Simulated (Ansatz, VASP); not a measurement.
# BaTiO3 in two plane-wave programs

Aim: how closely do two programs agree when they are given the same cell, functional and k mesh? The two relaxations start from unlike cells of this crystal (the structure described is Ansatz's start), so only their ends are compared.

Main program and level: Ansatz 0.2.0; plane waves, with VASP 6.6.1 beside it; relaxation of cell and atoms at PBE with D3(BJ).

### 1. The starting structure

It takes space group P4mm (No. 99, tetragonal). Conventional cell: a = 3.990 Å, b = 3.990 Å, c = 4.023 Å, α = 90.00°, β = 90.00°, γ = 90.00°. Nearest to Ba lie 12 O at 2.80 to 2.87 Å. Nearest to Ti lie 6 O at 1.84 to 2.18 Å. O has 2 Ti at 1.84 to 2.18 Å and 4 Ba at 2.82 Å nearest. O has 2 Ti at 2.00 Å and 4 Ba at 2.80 to 2.87 Å nearest. Farther neighbours and most contacts between anions are not listed.

### 2. Ansatz: relaxation of cell and atoms, PBE with D3(BJ)

Ansatz runs on its default PAW (the set named soft_2) files.

The relaxed volume is the usual yardstick between codes: in a stiff, nearly cubic crystal its relative difference is about their pressure difference at one cell divided by the bulk modulus.

The input, input.yaml:

```yaml
crystal:
  lattice:
    - [3.99048, 0.0, 0.0]
    - [0.0, 3.99048, 0.0]
    - [0.0, 0.0, 4.02303]
  atoms:
    - { symbol: Ba, position: [0.0, 0.0, 0.0] }
    - { symbol: Ti, position: [0.5, 0.5, 0.522] }
    - { symbol: O, position: [0.5, 0.5, 0.979] }
    - { symbol: O, position: [0.5, 0.0, 0.488] }
    - { symbol: O, position: [0.0, 0.5, 0.488] }
kpoints:
  mp_grid: { grid: [6, 6, 6] }
hamiltonian:
  xc: pbe
  dispersion: d3bj
scf:
  occupations: { method: gaussian, width: 0.02 }
output:
  forces: true
  stress: true
  eigenvalues: true
  write_density: true
  write_potential: true
  elf: true
  volumetric_format: npy
relax:
  adjacent_minimum: "off"
  f_tol: 0.005
  max_steps: 60
  cell: { stress_tol: 0.03 }
```

Command:

```bash
$ ansatz run input.yaml --threads 4 --pin off --max-ram 16384MiB --backend cpu --events-out ev --progress --plain --runs-dir out
```

Numbers of over 12 decimals in the logs are rounded to 6 here.

The program printed:

```text
Engine: ansatz 0.2.0, x86_64-unknown-linux-gnu
Pseudopotentials: kind: paw
Pseudopotential: Ba, paw, valence charge 10, recommended cutoff 420 eV (normal), Ba.paw.azcp
Pseudopotential: Ti, paw, valence charge 12, recommended cutoff 420 eV (normal), Ti.paw.azcp
Pseudopotential: O, paw, valence charge 6, recommended cutoff 420 eV (normal), O.paw.azcp
Functional definition: PBE
  parameter kappa = 0.804
  parameter beta = 0.066725
  exchange = pbe_x(kappa = kappa, mu = beta*pi^2/3)
  correlation = pbe_c(beta = beta)
Crystal: 5 atoms, lattice volume = 64.062 Å³
Basis set: ecut = 420 eV, 1245 PW (Γ), exchange–correlation on 54×54×54 points (8 copies of the dense FFT grid, shifted against one another)
Bands: 25, of which v1, the nominal top of the filled ones, is band 20 counted from 1 (19 counted from 0)
Symmetry: 8 space group operations
Space group: P4mm (ITA 99), of the structure as read, at distance tolerance 4.0e-5 Å
k-points: 40 of 216 (time reversal used)
Non-local potential: Ba, projectors of the file, l = 0: 3, l = 1: 2, l = 2: 2, l = 3: 2
Non-local potential: Ti, projectors of the file, l = 0: 3, l = 1: 2, l = 2: 3, l = 3: 1
Non-local potential: O, projectors of the file, l = 0: 2, l = 1: 2, l = 2: 1
PAW form: soft (Blöchl's): semilocal exchange-correlation on the pseudo side does not see the compensation charge
PAW one-centre angular grid: Ba, 194 points (default); XC on 64 Gauss nodes
PAW one-centre angular grid: Ti, 590 points (default); XC on 64 Gauss nodes
PAW one-centre angular grid: O, 110 points (default); XC on 64 Gauss nodes
Initial density: superposition of atomic densities (neutral atoms: chi_scale 0, normalization atom), corrected by the library's trained network
Initial wavefunctions: pseudopotential atomic-orbital guess
Functional: x = pbe(κ = 0.804, μ = 0.219515), c = pbe(β = 0.066725)
SCF iter   1: F=—  HF=-10160.905222 eV  |F-HF|=—  |Δ(HF+E_count)|=         —  Δρ=1.55e-3  dr2=8.85e-4  ethr=1.77e-3  ⟨swp⟩=6.3  Hψ=5048  notcnv=0
preconditioner: auto → Resta (q_TF=auto, 2.522 Å⁻¹)  ε∞=5.8  [insulator: Δε(μ)=1.844 eV  Ē_g=12.015 eV  σ=0.020 eV  W_gap=1.00  n_scr=18 (ndim 8)  ℏωp=26.2 eV  f_vac=0.000  D(μ)=0.00/eV (n_scr^D=0)  ε∞_Penn≈5.8]
SCF iter   2: F=—  HF=-10160.905549 eV  |F-HF|=—  |Δ(HF+E_count)|=   3.26e-4  Δρ=7.63e-4  dr2=2.33e-4  ethr=2.21e-6  ⟨swp⟩=2.0  Hψ=2144  notcnv=0  defer=10
SCF iter   3: F=—  HF=-10160.905702 eV  |F-HF|=—  |Δ(HF+E_count)|=   1.53e-4  Δρ=1.06e-4  dr2=1.26e-5  ethr=5.84e-7  ⟨swp⟩=2.8  Hψ=1603  notcnv=0  defer=10
SCF iter   4: F=—  HF=-10160.905092 eV  |F-HF|=—  |Δ(HF+E_count)|=   6.09e-4  Δρ=5.55e-5  dr2=2.30e-6  ethr=3.14e-8  ⟨swp⟩=2.0  Hψ=1742  notcnv=0  defer=10
SCF iter   5: F=—  HF=-10160.905092 eV  |F-HF|=—  |Δ(HF+E_count)|=   1.34e-7  Δρ=1.71e-5  dr2=1.11e-7  ethr=5.74e-9  ⟨swp⟩=2.7  Hψ=1748  notcnv=0  defer=10
SCF iter   6: F=-10160.905092 eV  HF=-10160.905092 eV  |F-HF|=2.26e-10  |Δ(HF+E_count)|=   5.48e-8  Δρ=4.21e-6  dr2=8.34e-9  ethr=2.50e-10  ⟨swp⟩=11.7  Hψ=7374  notcnv=0
SCF 1 converged in 6 iterations: F = -10160.905092 eV  dr2 = 8.34e-9
  greatest PAW one-centre occupation: 0.999 electrons in one spin orbital (limit 2), on the Ti atom at site 1 (counted from 0), in its partial waves of l = 0
relax step   1: F+E_penalty+E_count = -10160.90509239 eV  Δ(F+E_penalty+E_count) = +0.000e0 eV  max|allowed force component| = 1.861e-1 eV/Å  Δτ_max = 0.0000 Å  P = +0.583 GPa  Ω = 64.062 Å³  (6 SCF iters, dr2 threshold 1.00e-7 eV, accepted)
[...]
relax step   9: F+E_penalty+E_count = -10160.91327314 eV  Δ(F+E_penalty+E_count) = -2.128e-3 eV  max|allowed force component| = 1.897e-4 eV/Å  Δτ_max = 0.0000 Å  P = +0.059 GPa  Ω = 64.554 Å³  stress off target by 1.66e-1 GPa  SCF on the basis re-selected at this cell (its energy is not comparable with the rows above)  (6 SCF iters)
[...]
relax step  10: F+E_penalty+E_count = -10160.91310668 eV  Δ(F+E_penalty+E_count) = +1.665e-4 eV  max|allowed force component| = 2.170e-3 eV/Å  Δτ_max = 0.0023 Å  P = -0.002 GPa  Ω = 64.619 Å³  energy of the carried Pulay correction = -2.219e-4 eV  (6 SCF iters, dr2 threshold 6.87e-8 eV, accepted)
[...]
relax step  11: F+E_penalty+E_count = -10160.91336845 eV  Δ(F+E_penalty+E_count) = -2.618e-4 eV  max|allowed force component| = 2.181e-3 eV/Å  Δτ_max = 0.0000 Å  P = +0.000 GPa  Ω = 64.619 Å³  stress off target by 1.81e-2 GPa  SCF on the basis re-selected at this cell (its energy is not comparable with the rows above)  (6 SCF iters)
basis re-selected at this cell: Δ(F+E_penalty+E_count) = -2.618e-4 eV, ΔP = +0.003 GPa vs the last step (what re-selecting the basis moved, of the pressure what is left beyond the Pulay correction that the steps carried, after the strain that the cell walked since its last selection, with what the two solves' SCF thresholds leave and, on support functions, any second-order correction that the steps lacked; it is no m [...]
SCF converged after 6 iterations
Free energy (F): -10160.913368 eV
Harris-Foulkes:  -10160.913368 eV  (|F-HF|=1.82e-12)
Internal energy: -10160.913368 eV  (E = F + TS)
E sigma→0 (E₀):  -10160.913368 eV
Fermi energy:    11.264869 eV
--- Per-component energies (eV) ---
  E_band       = -143.736473
  E_kinetic    = 970.885210
  E_local      = -2123.013051  (includes V_loc(G=0)·N_el)
  E_nonlocal   = 203.784626
  E_hartree    = 830.140769
  E_xc         = -491.616296
  E_vxc        = -546.326854  (∫ρ·V_xc dr)
  E_paw        = -6744.809396  (= ΣΔE_a)
  E_vpaw       = -309.355349  (= ΣTr[D̂ρ^β])
  E_aug_tail   = 0.007437  (compensation charges beyond the density's cutoff)
  E_ewald      = -2804.977667
  E_disp       = -1.315000  (pairwise vdW)
  E_smearing   = -0.000000  (= −TS)
  E_closure    = -0.000000  (closes the sum)
  Σ components = -10160.913368   (vs F -10160.913368, Δ=0.00e0)
--- Forces (eV/Å), atoms counted from 1 ---
  atom   1  Ba     0.00000000    -0.00000000    -0.00087057
  atom   2  Ti     0.00000000    -0.00000000     0.00184837
  atom   3  O      0.00000000    -0.00000000     0.00218359
  atom   4  O     -0.00000000    -0.00000000    -0.00157522
  atom   5  O      0.00000000     0.00000000    -0.00157522
  max |Σ_I F_I| component: 1.10e-5 eV/Å
--- Stress (GPa, compression-positive) ---
       -0.008320      -0.000000      -0.000000
       -0.000000      -0.008320      -0.000000
       -0.000000      -0.000000       0.018060
  P = ⅓ Tr σ = 0.0005 GPa (0.005 kbar)
--- Band table (eV; the first three rows and the last of 40) ---
  k-point 0: bands = [... 16 lower, 9.0520, 9.7421, 9.8988, 9.8988, 12.1986, 12.6465, 12.6465, 14.4775, ... 1 higher]
  k-point 1: bands = [... 16 lower, 8.8596, 9.2992, 9.8361, 9.8361, 12.2265, 12.9829, 12.9829, 14.4743, ... 1 higher]
  k-point 2: bands = [... 16 lower, 8.5204, 8.6311, 9.7045, 9.7045, 12.2837, 13.6089, 13.6089, 14.4732, ... 1 higher]
  k-point 39: bands = [... 16 lower, 7.8570, 10.0449, 10.0449, 10.3311, 14.5071, 14.5071, 14.5722, 16.7170, ... 1 higher]
--- Relaxed structure (9 steps of the walk, 8 accepted, 2 SCFs on fresh bases) ---
  F+E_penalty+E_count = -10160.91336845 eV   max|allowed force component| = 2.181e-3 eV/Å   (the final SCF, on the basis selected at the relaxed cell)
  cell:  # Å, volume = 64.6188 Å³
    - [3.973550, 0, 1.2001224536086344e-17]
    - [0, 3.973550, 0]
    - [1.2099117485969467e-17, 0, 4.092618]
  atoms:
    - { symbol: Ba, position: [1.5409968654299772e-18, 0, 0.00786729] }
    - { symbol: Ti, position: [0.500000, 0.500000, 0.524650] }
    - { symbol: O, position: [0.500000, 0.500000, 0.972620] }
    - { symbol: O, position: [0.500000, 0, 0.485932] }
    - { symbol: O, position: [-4.0510097351990844e-19, 0.500000, 0.485932] }
```

In the SCF lines HF is the Harris–Foulkes energy and dr2 the Hartree energy of the density residual, in eV; the loop may stop once dr2 is under the threshold and the program's other checks hold. Hψ counts applications of the Hamiltonian.

### 3. VASP: relaxation of cell and atoms, PBE with D3(BJ)

Its own start cell and the same functional, mesh and smearing now go to VASP, with its own data sets.

Lines of VASP's logs that name or quote its potential files are left out, and so is its time.

The input, INCAR:

```
SYSTEM = BaTiO3
PREC = Accurate
ENCUT = 600
EDIFF = 1E-07
NELM = 120
ISMEAR = 0
SIGMA = 0.02
LREAL = .FALSE.
ALGO = Normal
GGA = PE
IVDW = 12
NBANDS = 26
LASPH = .TRUE.
LORBIT = 11
LWAVE = .FALSE.
LCHARG = .FALSE.
ISIF = 3
IBRION = 2
NSW = 80
EDIFFG = -0.005
GGA_COMPAT = .FALSE.
NELMIN = 4
EFERMI = MIDGAP
KPAR = 2
```

The input, POSCAR:

```
BaTiO3
1.0
    3.9844777429      0.0000000000      0.0000000000
    0.0000000000      3.9844777429      0.0000000000
    0.0000000000      0.0000000000      4.1134762032
Ba Ti O
1 1 3
Direct
    0.0000000000      0.0000000000      0.0072288661
    0.5000000000      0.5000000000      0.5252469689
    0.5000000000      0.5000000000      0.9717043295
    0.5000000000      0.0000000000      0.4864100035
    0.0000000000      0.5000000000      0.4864100035
```

The input, KPOINTS:

```
Automatic mesh
0
Gamma
6 6 6
0 0 0
```

Potentials, in the order of the species: Ba_sv, Ti_sv and O (PBE family, release 64).

Command:

```bash
$ mpirun -np 2 vasp_std
```

The program printed:

```text
[banner, memory and clock lines left out]
running    2 mpi-ranks, on    1 nodes
 distrk:  each k-point on    1 cores,    2 groups
 distr:  one band on    1 cores,    1 groups

 POSCAR found type information on POSCAR BaTiO
 POSCAR found :  3 types and       5 ions
 LDA part: xc-table for (Slater+PW92), standard interpolation
 POSCAR, INCAR and KPOINTS ok, starting setup
 FFT: planning ... GRIDC
 FFT: planning ... GRID_SOFT
 FFT: planning ... GRID
 WAVECAR not read
 entering main loop
       N       E                     dE             d eps       ncg     rms          rms(c)
DAV:   1     0.478841553822E+03    0.47884E+03   -0.22922E+04  2080   0.185E+03
DAV:   2     0.553072369293E+01   -0.47331E+03   -0.45641E+03  2430   0.484E+02
DAV:   3    -0.481546890837E+02   -0.53685E+02   -0.53277E+02  2930   0.152E+02
DAV:   4    -0.506848471205E+02   -0.25302E+01   -0.25265E+01  3132   0.296E+01
DAV:   5    -0.507662532112E+02   -0.81406E-01   -0.81383E-01  2850   0.409E+00    0.233E+01
DAV:   6    -0.401831213852E+02    0.10583E+02   -0.66025E+01  3150   0.726E+01    0.100E+01
DAV:   7    -0.401924427042E+02   -0.93213E-02   -0.11886E+01  2790   0.254E+01    0.682E+00
DAV:   8    -0.400157701752E+02    0.17667E+00   -0.77186E-01  2660   0.813E+00    0.335E+00
DAV:   9    -0.400431641109E+02   -0.27394E-01   -0.31662E-01  2954   0.475E+00    0.128E+00
DAV:  10    -0.400302822329E+02    0.12882E-01   -0.83635E-02  2654   0.310E+00    0.505E-01
DAV:  11    -0.400279755752E+02    0.23067E-02   -0.97789E-03  2928   0.806E-01    0.175E-01
DAV:  12    -0.400278004037E+02    0.17517E-03   -0.14599E-03  2578   0.252E-01    0.444E-02
DAV:  13    -0.400277835475E+02    0.16856E-04   -0.21516E-04  2500   0.134E-01    0.180E-02
DAV:  14    -0.400277810193E+02    0.25282E-05   -0.48687E-05  3194   0.588E-02    0.915E-03
DAV:  15    -0.400277823859E+02   -0.13667E-05   -0.15468E-05  3152   0.370E-02    0.995E-03
DAV:  16    -0.400277814997E+02    0.88618E-06   -0.44022E-06  2658   0.220E-02    0.242E-03
DAV:  17    -0.400277815596E+02   -0.59894E-07   -0.60832E-07  2314   0.810E-03
   1 F= -.41328239E+02 E0= -.41328239E+02  d E =-.413282E+02
 curvature:   0.00 expect dE= 0.000E+00 dE for cont linesearch  0.000E+00
 trial: gam= 0.00000 g(F)=  0.246E-05 g(S)=  0.820E-05 ort = 0.000E+00 (trialstep = 0.100E+01)
 search vector abs. value=  0.107E-04
 bond charge predicted
       N       E                     dE             d eps       ncg     rms          rms(c)
DAV:   1    -0.400273462505E+02    0.43525E-03   -0.20128E-03  2612   0.487E-01    0.537E-02
DAV:   2    -0.400273216382E+02    0.24612E-04   -0.17303E-04  2394   0.105E-01    0.215E-02
DAV:   3    -0.400273150723E+02    0.65658E-05   -0.34115E-05  2678   0.370E-02    0.547E-03
DAV:   4    -0.400273155805E+02   -0.50811E-06   -0.59325E-06  2950   0.133E-02    0.469E-03
DAV:   5    -0.400273157593E+02   -0.17888E-06   -0.57250E-07  2662   0.668E-03    0.277E-03
DAV:   6    -0.400273162677E+02   -0.50835E-06   -0.60414E-07  2742   0.486E-03    0.164E-03
DAV:   7    -0.400273164309E+02   -0.16326E-06   -0.75323E-08  1440   0.221E-03    0.578E-04
DAV:   8    -0.400273165014E+02   -0.70479E-07   -0.35771E-08  1188   0.134E-03
   2 F= -.41328241E+02 E0= -.41328241E+02  d E =-.167824E-05
 trial-energy change:   -0.000002  1 .order   -0.000001   -0.000011    0.000008
 step:   0.5998(harm=  0.5637)  dis= 0.00015  next Energy=   -41.328242 (dE=-0.330E-05)
 bond charge predicted
       N       E                     dE             d eps       ncg     rms          rms(c)
DAV:   1    -0.400275099987E+02   -0.19357E-03   -0.32200E-04  2580   0.194E-01    0.216E-02
DAV:   2    -0.400275064683E+02    0.35305E-05   -0.27579E-05  2374   0.421E-02    0.862E-03
DAV:   3    -0.400275054235E+02    0.10447E-05   -0.55682E-06  2650   0.146E-02    0.228E-03
DAV:   4    -0.400275053054E+02    0.11810E-06   -0.97724E-07  2642   0.560E-03    0.198E-03
DAV:   5    -0.400275052235E+02    0.81894E-07   -0.91827E-08  1370   0.304E-03
   3 F= -.41328243E+02 E0= -.41328243E+02  d E =-.360813E-05
 curvature:  -0.28 expect dE=-0.476E-06 dE for cont linesearch -0.176E-06
 trial: gam= 0.00000 g(F)=  0.475E-06 g(S)=  0.123E-05 ort =-0.259E-05 (trialstep = 0.920E+00)
 search vector abs. value=  0.170E-05
 reached required accuracy - stopping structural energy minimisation
```

(Continued in part 2 of 2.)

[Lines on the potential files, build, host, timing and source positions are cut from VASP's logs without a mark.]

[Logs are printed without paths, hosts, clocks, repeated set-up lines and the standing remarks that a program may print on its own settings, such as how far it seeks lower states.]

[Hosts, paths, dates, database ids (printed as entryN), source tags and the programs' standing remarks are cut or masked in the printed files.]
